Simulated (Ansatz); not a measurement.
VO2:

```
V O
1.0
     4.50720    0.00000    0.00000
     0.00000    4.50720    0.00000
     0.00000    0.00000    3.04445
V O
2 4
Direct
  0.50000 0.50000 0.50000
  0.00000 0.00000 0.00000
  0.20036 0.79964 0.50000
  0.79964 0.20036 0.50000
  0.70036 0.70036 0.00000
  0.29964 0.29964 0.00000
```

The cell is a database's computed one.

```yaml
Program: Ansatz 0.2.0
Task: relaxation of cell and atoms
Functional: PBEsol
Dispersion: D4
Potentials_or_basis: Ansatz PAW
Cutoff: "420 eV (not typed: the program's choice for these potentials)"
k_mesh: 6 × 6 × 9
Occupations: fermi-dirac, width 0.05 eV
Spin: collinear spin, ferromagnetic start
Starting_moments: "[2.0, 2.0, 0.0, 0.0, 0.0, 0.0] μB"
```

At the start: volume 10.31 Å³/atom.

Problem. Where does the relaxation end?

Solution. It ends after 8 steps and the volume is 9.52 Å³/atom (-7.7 %); space group P4_2/mnm (No. 136, to 0.05 Å); moment 1.95 μB per cell.

The path:
```
step  energy change (eV)  largest force (eV/Å)  volume (Å³)
   1              0.0000                0.2841        61.85
   2             -0.4403                0.4718        58.84
   3             -0.5482                0.1003        56.43
   4             -0.5603                0.0941        57.11
   5             -0.5609                0.0063        57.20
   6             -0.5489                0.0060        57.20
   7             -0.5497                0.0007        57.11
   8             -0.5492                0.0007        57.11
```

Final structure:
```
CELL_PARAMETERS angstrom
4.52086 0.00000 0.00000
0.00000 4.52086 0.00000
0.00000 0.00000 2.79422
ATOMIC_POSITIONS crystal
V 0.50000 0.50000 0.50000
V 0.00000 0.00000 0.00000
O 0.20125 0.79875 0.50000
O 0.79875 0.20125 0.50000
O 0.70125 0.70125 0.00000
O 0.29875 0.29875 0.00000
```

Caveat: the plane-wave basis is chosen anew once the cell has moved, so the energies of steps on either side of that aren't comparable; the pressure holds a Pulay correction of +0.9 GPa for the finite cutoff; the PAW data sets come from PBE, with cores solved anew for the run's functional, which leaves a small shift of forces and pressure.
